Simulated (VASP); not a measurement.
Given:

```
Li3N
1.0
    1.80605    -3.12816     0.00000
    1.80605     3.12816     0.00000
    0.00000     0.00000     3.84757
Li N
3 1
Cartesian
  1.80605   1.04272   0.00000
  1.80605  -1.04272   0.00000
  0.00000   0.00000   1.92379
  0.00000   0.00000   0.00000
```

All values below come from PBEsol GGA, VASP's PBE PAW potentials (set 64) (plane waves; VASP 6.6.1). Run with 520 eV cut-off, 8×8×7 Γ-centred mesh, tetrahedra with Blöchl corrections, potentials Li_sv N.

Task: Predict the energy per atom (σ→0).

Result: 
The energy per atom (σ→0) comes out as -4.031 eV/atom.

Total energies compare only between runs with the same potentials, cut-off and functional.

The compound is Li3N in the alpha structure. It was relaxed first.
